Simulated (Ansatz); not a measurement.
Input and command of a calculation in Ansatz (plane waves; scalar-relativistic PAW potentials unless the input names others):

```yaml
crystal:
  lattice:
    - [2.1839935596, -2.1839935596, 0.0]
    - [2.1839935596, 0.0, -2.1839935596]
    - [9.4641176912, 8.371902512, 8.371902512]
  atoms:
    - { symbol: Al, position: [0.6562534733, 0.6562534733, 0.0624666667] }
    - { symbol: Al, position: [-0.14932986, -0.14932986, 0.8958] }
    - { symbol: Al, position: [0.2951368067, 0.2951368067, 0.2291333333] }
    - { symbol: Al, position: [0.5729034733, 0.5729034733, 0.5624666667] }
    - { symbol: Al, position: [-0.06597986, -0.06597986, 0.3958] }
    - { symbol: Al, position: [0.2117868067, 0.2117868067, 0.7291333333] }
    - { symbol: "N", position: [0.5937409733, 0.5937409733, 0.4374666667] }
    - { symbol: "N", position: [0.95485764, 0.95485764, 0.2708] }
    - { symbol: "N", position: [0.2326243067, 0.2326243067, 0.6041333333] }
    - { symbol: "N", position: [0.5103909733, 0.5103909733, 0.9374666667] }
    - { symbol: "N", position: [-0.12849236, -0.12849236, 0.7708] }
    - { symbol: "N", position: [0.3159743067, 0.3159743067, 0.1041333333] }
basis:
  ecutwfc: 420
kpoints:
  mp_grid: { grid: [8, 8, 2] }
hamiltonian:
  xc: pbe
scf:
  occupations: { method: fermi_dirac, width: 0.025 }
output:
  forces: true
  eigenvalues: true
  stress: true
```

```bash
ansatz run input.yaml --threads 2 --pin off --max-ram 5120MiB --backend cpu --events-out ev --progress --plain --runs-dir out
```

Abridged log:
```
Basis set: ecut = 420 eV, 2421 PW (Γ), exchange–correlation on 48×48×216 points (8 copies of the dense FFT grid, shifted against one another)
Bands: 36, of which v1, the nominal top of the filled ones, is band 24 counted from 1 (23 counted from 0)
Symmetry: 2 space group operations
k-points: 42 of 128 (time reversal used)
SCF iter   1: F=—  HF=-5544.274562 eV  |F-HF|=—  |Δ(HF+E_count)|=         —  Δρ=1.56e-3  dr2=7.95e-3  ethr=1.77e-3  ⟨swp⟩=7.7  Hψ=7994  notcnv=0  defer=55
SCF iter   2: F=—  HF=-5544.273445 eV  |F-HF|=—  |Δ(HF+E_count)|=   1.12e-3  Δρ=7.25e-4  dr2=2.20e-3  ethr=1.66e-5  ⟨swp⟩=2.0  Hψ=2491  notcnv=0  defer=233
SCF iter   3: F=—  HF=-5544.273212 eV  |F-HF|=—  |Δ(HF+E_count)|=   2.32e-4  Δρ=2.32e-4  dr2=2.07e-4  ethr=4.59e-6  ⟨swp⟩=2.6  Hψ=2041  notcnv=0  defer=108
automatic band count: iteration 3 solves 33 bands in place of 36: the levels show a gap, and the empty bands left out lie too high to hold charge; the band table lists the bands solved (type scf.n_extra_bands for more)
SCF iter   4: F=—  HF=-5544.273167 eV  |F-HF|=—  |Δ(HF+E_count)|=   4.55e-5  Δρ=9.73e-5  dr2=3.10e-5  ethr=4.32e-7  ⟨swp⟩=2.1  Hψ=1979  notcnv=0  defer=108
SCF iter   5: F=—  HF=-5544.273180 eV  |F-HF|=—  |Δ(HF+E_count)|=   1.36e-5  Δρ=3.00e-5  dr2=1.92e-6  ethr=6.46e-8  ⟨swp⟩=2.1  Hψ=1972  notcnv=0  defer=108
SCF iter   6: F=-5544.273180 eV  HF=-5544.273180 eV  |F-HF|=2.54e-8  |Δ(HF+E_count)|=   3.15e-7  Δρ=7.85e-6  dr2=6.41e-8  ethr=2.08e-10  ⟨swp⟩=9.6  Hψ=6556  notcnv=0
SCF 1 converged in 6 iterations: F = -5544.273180 eV  dr2 = 6.41e-8
SCF converged after 6 iterations
Free energy (F): -5544.273180 eV
Harris-Foulkes:  -5544.273180 eV  (|F-HF|=2.54e-8)
Internal energy: -5544.273180 eV  (E = F + TS)
E sigma→0 (E₀):  -5544.273180 eV
Fermi energy:    8.801305 eV
--- Forces (eV/Å), atoms counted from 1 ---
  atom   1  Al    -1.19154051     0.44610934     0.44610934
  atom   2  Al    -0.22246407    -0.63314455    -0.63314455
  atom   3  Al     0.02132099     0.11170925     0.11170925
  atom   4  Al     0.02611625     0.02702068     0.02702068
  atom   5  Al     0.02272321     0.02812659     0.02812659
  atom   6  Al     0.02095219     0.03601298     0.03601298
  atom   7  N     -0.02703322    -0.02534352    -0.02534352
  atom   8  N     -0.03868214    -0.01293493    -0.01293493
  atom   9  N     -0.02171963    -0.02912716    -0.02912716
  atom  10  N      1.54468463    -0.38573592    -0.38573592
  atom  11  N      0.01149242    -0.06362593    -0.06362593
  atom  12  N     -0.14582355     0.50096773     0.50096773
--- Stress (GPa, compression-positive) ---
       -1.256898       0.154578       0.154578
        0.154580       7.279452       4.405606
        0.154580       4.405606       7.279452
  P = ⅓ Tr σ = 4.4340 GPa (44.340 kbar)
```

Apart from outputs and empty bands, the input differs from a reference run on usual settings in scf.occupations.method: "gaussian" → "fermi_dirac"; scf.occupations.width: 0.05 → 0.025. The reference, at the same geometry (not necessarily relaxed), gave pressure 4.43 GPa, largest force 1.638 eV/Å, gap on the mesh 2.83 eV. This run converged in 6 SCF iterations (reference: 6) with an energy at zero smearing within 0.01 meV/atom of the reference's, pressure 4.43 GPa, largest force 1.638 eV/Å, gap on the mesh 2.83 eV.

It took 6.9 s on 2 threads of Intel(R) Xeon(R) Platinum 8259CL CPU @ 2.50GHz (Skylake/Cascade Lake), with other jobs on the host, peak memory 0.48 GiB.